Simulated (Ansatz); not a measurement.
The system is Te2Mo.

```
Te Mo
1.0
     6.33000    0.00000    0.00000
     0.00000    3.46900    0.00000
    -0.94679    0.00000   13.82762
Te Mo
8 4
Cartesian
  5.4013 2.6018 8.3588
  -0.0181 0.8672 5.4688
  4.9099 0.8672 11.7728
  0.4733 2.6018 2.0548
  1.7550 2.6018 12.3826
  3.6282 0.8672 1.4450
  2.1916 0.8672 8.9658
  3.1917 2.6018 4.8618
  4.2299 2.6018 13.7253
  1.1533 0.8672 0.1023
  3.8493 0.8672 6.8225
  1.5339 2.6018 7.0051
```

- Program: Ansatz 0.2.0
- Task: relaxation of cell and atoms
- Functional: revPBE
- Dispersion: D3(BJ)
- Potentials or basis: Ansatz PAW
- Cutoff: 420 eV (not typed: the program's choice for these potentials)
- k mesh: 4 × 8 × 2
- Occupations: fermi-dirac, width 0.05 eV
- Spin: no spin polarisation

At the start: volume 25.30 Å³/atom.

**Question.** How do energy, volume and symmetry change on relaxing?

**Answer.** It ends after 8 steps and the volume is 23.37 Å³/atom (-7.6 %); space group P2_1/m (No. 11, to 0.05 Å).

Step by step:
| step | energy change (eV) | largest force (eV/Å) | volume (Å³) |
| --- | --- | --- | --- |
| 1 | 0.0000 | 0.2103 | 303.64 |
| 2 | -0.0762 | 0.4865 | 271.50 |
| 3 | -0.2680 | 0.1163 | 285.05 |
| 4 | -0.3049 | 0.0433 | 281.93 |
| 5 | -0.3076 | 0.0474 | 280.40 |
| 6 | -0.3093 | 0.0134 | 280.41 |
| 7 | -0.3094 | 0.0016 | 280.43 |
| 8 | -0.3047 | 0.0016 | 280.43 |

Final structure:
```
Te Mo
1.0
     6.30113    0.00000   -0.01855
     0.00000    3.44729    0.00000
    -0.98300    0.00000   12.91282
Te Mo
8 4
Direct
  0.94904 0.75000 0.60974
  0.05096 0.25000 0.39026
  0.90239 0.25000 0.84043
  0.09761 0.75000 0.15957
  0.41006 0.75000 0.89084
  0.58994 0.25000 0.10916
  0.44390 0.25000 0.65881
  0.55610 0.75000 0.34119
  0.81675 0.75000 0.99181
  0.18325 0.25000 0.00819
  0.68076 0.25000 0.49398
  0.31924 0.75000 0.50602
```

Caveat: the plane-wave basis is chosen anew once the cell has moved, so the energies of steps on either side of that aren't comparable; the PAW data sets come from PBE, with cores solved anew for the run's functional, which leaves a small shift of forces and pressure.
